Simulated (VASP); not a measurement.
# KBr (Fm-3m) in VASP: notebook, part 2 of 2

VASP 6.6.1.

### Step 3. Band structure, PBE-EpsX

POSCAR

```
KBr                                     
1.0
    0.0000000000      3.2798924861      3.2798924861
    3.2798924861      0.0000000000      3.2798924861
    3.2798924861      3.2798924861      0.0000000000
  K               Br            
     1     1
Direct
     0.0000000000000000    0.0000000000000000    0.0000000000000000
     0.5000000000000000    0.5000000000000000    0.5000000000000000
```

INCAR.step1

```
SYSTEM = KBr
PREC = Accurate
ENCUT = 520
EDIFF = 1E-8
ISMEAR = 0
SIGMA = 0.03
LREAL = .FALSE.
LASPH = .TRUE.
NELM = 80
ALGO = Normal
ISIF = 2
LWAVE = .FALSE.
LCHARG = .FALSE.
KPAR = 4
GGA = PE
LEPSILON = .TRUE.
```

KPOINTS.step1

```
Automatic mesh
0
G
  8 8 8
  0 0 0
```

INCAR.step2

```
SYSTEM = KBr
PREC = Accurate
ENCUT = 520
EDIFF = 1E-5
ISMEAR = 0
SIGMA = 0.03
LREAL = .FALSE.
LASPH = .TRUE.
NELM = 80
ALGO = Normal
ISIF = 2
LWAVE = .TRUE.
LCHARG = .FALSE.
KPAR = 4
GGA = PE
```

KPOINTS.step2

```
Automatic mesh
0
G
  4 4 4
  0 0 0
```

INCAR.step3

```
SYSTEM = KBr
PREC = Accurate
ENCUT = 520
EDIFF = 1E-6
ISMEAR = 0
SIGMA = 0.03
LREAL = .FALSE.
LASPH = .TRUE.
NELM = 80
ALGO = Normal
ISIF = 2
LWAVE = .FALSE.
LCHARG = .FALSE.
GGA = PE
LHFCALC = .TRUE.
AEXX = 0.3884
PRECFOCK = Fast
HFRCUT = -1
KPAR = 4
ISTART = 1
```

KPOINTS.step3

```
Automatic mesh
0
G
  4 4 4
  0 0 0
```

KPOINTS_OPT

```
explicit points
6
Reciprocal
 0.0000000000  0.0000000000  0.0000000000 1
 0.3750000000  0.3750000000  0.7500000000 1
 0.5000000000  0.5000000000  0.5000000000 1
 0.6250000000  0.2500000000  0.6250000000 1
 0.5000000000  0.2500000000  0.7500000000 1
 0.5000000000  0.0000000000  0.5000000000 1
```

Potentials or basis: VASP PAW PBE potentials, release 64 (K_sv, Br).

On the command line:

```
> cat potpaw_PBE.64/K_sv/POTCAR potpaw_PBE.64/Br/POTCAR > POTCAR
> cp INCAR.step1 INCAR
> cp KPOINTS.step1 KPOINTS
> mpirun -np 4 vasp_std > vasp.out
> cp INCAR.step2 INCAR
> cp KPOINTS.step2 KPOINTS
> mpirun -np 4 vasp_std > vasp.out
> cp INCAR.step3 INCAR
> cp KPOINTS.step3 KPOINTS
> mpirun -np 4 vasp_std > vasp.out
```

OUTCAR:

```text
SYSTEM = KBr
   PREC = Accurate
   ENCUT = 520
   EDIFF = 1E-6
   ISMEAR = 0
   LREAL = .FALSE.
   LASPH = .TRUE.
   NELM = 80
   ISIF = 2
   GGA = PE
   LHFCALC = .TRUE.
   AEXX = 0.3884
   PRECFOCK = Fast
   ISTART = 1

 ion  position               nearest neighbor table
   1  0.000  0.000  0.000-   2 3.28   2 3.28   2 3.28   2 3.28   2 3.28   2 3.28
   2  0.500  0.500  0.500-   1 3.28   1 3.28   1 3.28   1 3.28   1 3.28   1 3.28

  LATTYP: Found a face centered cubic cell.
 ALAT       =     6.5597849722

  Lattice vectors:

 A1 = (   0.0000000000,   3.2798924861,   3.2798924861)
 A2 = (   3.2798924861,   0.0000000000,   3.2798924861)
 A3 = (   3.2798924861,   3.2798924861,   0.0000000000)

Analysis of symmetry for initial positions (statically):
=====================================================================
 Subroutine PRICEL returns:
 Original cell was already a primitive cell.

 Routine SETGRP: Setting up the symmetry group for a
 face centered cubic supercell.

 Subroutine GETGRP returns: Found 48 space group operations
 (whereof 48 operations were pure point group operations)
 out of a pool of 48 trial point group operations.

The static configuration has the point symmetry O_h .

Analysis of symmetry for dynamics (positions and initial velocities):
=====================================================================
 Subroutine PRICEL returns:
 Original cell was already a primitive cell.

 Routine SETGRP: Setting up the symmetry group for a
 face centered cubic supercell.

 Subroutine GETGRP returns: Found 48 space group operations
 (whereof 48 operations were pure point group operations)
 out of a pool of 48 trial point group operations.

The dynamic configuration has the point symmetry O_h .

 Subroutine INISYM returns: Found 48 space group operations
 (whereof 48 operations are pure point group operations),
 and found     1 'primitive' translations

----------------------------------------------------------------------------------------

                                     Primitive cell

  volume of cell :      70.5682

  direct lattice vectors                    reciprocal lattice vectors
     0.000000000  3.279892486  3.279892486    -0.152444021  0.152444021  0.152444021
     3.279892486  0.000000000  3.279892486     0.152444021 -0.152444021  0.152444021
     3.279892486  3.279892486  0.000000000     0.152444021  0.152444021 -0.152444021

  length of vectors
     4.638468437  4.638468437  4.638468437     0.264040790  0.264040790  0.264040790

  position of ions in fractional coordinates (direct lattice)
     0.000000000  0.000000000  0.000000000
     0.500000000  0.500000000  0.500000000

  ion indices of the primitive-cell ions
   primitive index   ion index
                 1           1
                 2           2

----------------------------------------------------------------------------------------

 KPOINTS: Automatic mesh

Automatic generation of k-mesh.
 Grid dimensions read from file:
 generate k-points for:    4    4    4

 Generating k-lattice:

[... 32 lines left out ...]
   NGX,Y,Z   is equivalent  to a cutoff of  12.90, 12.90, 12.90 a.u.
   NGXF,Y,Z  is equivalent  to a cutoff of  25.81, 25.81, 25.81 a.u.
 SYSTEM =  KBr
   PREC   = accura    normal or accurate (medium, high low for compatibility)
   ISTART =      1    job   : 0-new  1-cont  2-samecut
   ICHARG =      0    charge: 1-file 2-atom 10-const
   ISPIN  =      1    spin polarized calculation?
   LNONCOLLINEAR =      F non collinear calculations
   LSORBIT =      F    spin-orbit coupling
   LASPH  =      T    aspherical Exc in radial PAW
   ENCUT  =  520.0 eV  38.22 Ry    6.18 a.u.   8.62  8.62  8.62*2*pi/ulx,y,z
   NELM   =     80;   NELMIN=  2; NELMDL=  0     # of ELM steps
   EDIFF  = 0.1E-05   stopping-criterion for ELM
   LREAL  =      F    real-space projection
   EDIFFG = 0.1E-04   stopping-criterion for IOM
   NSW    =      0    number of steps for IOM
   IBRION =     -1    ionic relax: 0-MD 1-quasi-New 2-CG
   NFREE  =      0    steps in history (QN), initial steepest desc. (CG)
   ISIF   =      2    stress and relaxation
   ISYM   =      3    0-nonsym 1-usesym 2-fastsym
   POTIM  = 0.5000    time-step for ionic-motion
   TEBEG  =    0.0;   TEEND  =   0.0 temperature during run
   PSTRESS=    0.0 pullay stress
   NELECT =      16.0000    total number of electrons
   NUPDOWN=      -1.0000    fix difference up-down
   EMIN   =  10.00;   EMAX   =-10.00  energy-range for DOS
   EFERMI =   0.00;   METHOD = LEGACY
   ISMEAR =     0;   SIGMA  =   0.03  broadening in eV -4-tet -1-fermi 0-gaus
   EFERMI_NEDOS =   21; number of points for ismear=-14 and -15
   IALGO  =     38    algorithm
   IMIX   =      1    mixing-type and parameters
     AMIX     =   0.40;   BMIX     =  1.00
     AMIX_MAG =   1.60;   BMIX_MAG =  1.00
  volume/ion in A,a.u.               =      35.28       238.11
  Fermi-wavevector in a.u.,A,eV,Ry     =   0.998264  1.886445 13.558616  0.996530
  Thomas-Fermi vector in A             =   2.130475
   LORBIT       =      0    0 simple, 1 ext, 2 COOP (PROOUT), +10 PAW based schemes
   GGA     = PE    functional components
   LHFCALC =     T    Hartree Fock is set to
   PRECFOCK=fast      Normal, Fast or Accurate (Low or Medium for compatibility)
   ENCUT4O =  -1.0   cutoff for four orbital integrals eV
   NKREDX  =     1    reduce k-point grid by
   NKREDY  =     1    reduce k-point grid by
   NKREDZ  =     1    reduce k-point grid by
   AEXX    =    0.3884 exact exchange contribution
   HFSCREEN=    0.0000 screening length (either q_TF or 0.3 A-1)
   HFSCREENC=   0.0000 screening length for correlation (either q_TF or 0.3 A-1)
   ENCUTFOCK=  -1.0 apply spherical cutoff to Coloumb kernel
   IVDW    =     0    specifies the selected vdW correction
   LEPSILON=     F    determine dielectric tensor
   LRPA    =     F    only Hartree local field effects (RPA)
 non-spin polarized calculation
 Gauss-broadening in eV      SIGMA  =   0.03
  energy-cutoff  :      520.00
  volume of cell :       70.57
 maximum number of plane-waves:      1924
 NGX is ok and might be reduce to    36
  NGX = 20; NGY = 20; NGZ = 20

 number of electron      15.9999999 magnetization

 Free energy of the ion-electron system (eV)
  ---------------------------------------------------
  ext. energy  EPLUGINS =         0.00000000
  ---------------------------------------------------
  free energy    TOTEN  =        -8.48935056 eV

  energy without entropy =       -8.48935056  energy(sigma->0) =       -8.48935056

 E-fermi :  -3.4181     XC(G=0):  -4.9935

 val. band max:       -3.6408139854   @ k =   0.0000   0.0000   0.0000
 cond. band min:       3.7945641491   @ k =   0.0000   0.0000   0.0000
 fundamental gap:      7.4353781345
 Fermi energy:        -3.4181297383

 k-point     1 :       0.0000    0.0000    0.0000
  band No.  band energies     occupation
      1     -34.8213      2.00000
      2     -17.6130      2.00000
      3     -16.1789      2.00000
      4     -16.1789      2.00000
      5     -16.1789      2.00000
      6      -3.6408      2.00000
      7      -3.6408      2.00000
      8      -3.6408      2.00000
      9       3.7946      0.00000
     10       7.2709      0.00000
     11       7.2709      0.00000
     12       7.2709      0.00000
[... 91 lines left out ...]
 k-point     8 :      -0.2500    0.5000    0.2500
  band No.  band energies     occupation
      1     -34.8129      2.00000
      2     -17.5836      2.00000
      3     -16.2520      2.00000
      4     -16.2520      2.00000
      5     -16.0736      2.00000
      6      -4.3224      2.00000
      7      -4.3224      2.00000
      8      -4.2511      2.00000
      9       6.8989      0.00000
     10       6.8989      0.00000
     11       7.9639      0.00000
     12       8.9917      0.00000

------------------------ aborting loop because EDIFF is reached ----------------------------------------

  FORCE on cell =-STRESS in cart. coord.  units (eV):
  Direction    XX          YY          ZZ          XY          YZ          ZX
  --------------------------------------------------------------------------------------
  -------------------------------------------------------------------------------------
  Total        0.2649839      0.2649839      0.2649839     -0.0000000     -0.0000000     -0.0000000
  in kB        6.0161848      6.0161848      6.0161848     -0.0000000     -0.0000000     -0.0000000
  external PRESSURE =       6.0161848 kB  Pullay stress =       0.0000000 kB

 VOLUME and BASIS-vectors are now :
 -----------------------------------------------------------------------------
  energy-cutoff  :      520.00
  volume of cell :       70.57
      direct lattice vectors                 reciprocal lattice vectors
     0.000000000  3.279892486  3.279892486    -0.152444021  0.152444021  0.152444021
     3.279892486  0.000000000  3.279892486     0.152444021 -0.152444021  0.152444021
     3.279892486  3.279892486  0.000000000     0.152444021  0.152444021 -0.152444021

 POSITION                                       TOTAL-FORCE (eV/Angst)
 -----------------------------------------------------------------------------------
      0.00000      0.00000      0.00000         0.000000      0.000000      0.000000
      3.27989      3.27989      3.27989        -0.000000     -0.000000     -0.000000
 -----------------------------------------------------------------------------------
    total drift:                                0.000001      0.000002      0.000002

  FREE ENERGIE OF THE ION-ELECTRON SYSTEM (eV)
  ---------------------------------------------------
  free  energy   TOTEN  =        -8.4893505560 eV

  energy  without entropy=       -8.4893505560  energy(sigma->0) =       -8.48935056
```

Wall time 5.6 min (4 MPI ranks of Intel Xeon Platinum 8259CL at 2.50GHz (Skylake/Cascade Lake), shared host); peak memory 0.33 GiB.

Results:

```
Free energy             : -8.4894 eV
Pressure                : 0.6 GPa
Band gap on the k mesh  : 7.44 eV, direct
Band gap along the path : 7.44 eV, direct
```

Caveat: the PAW data sets were made with another functional, which shifts forces and pressure a little.
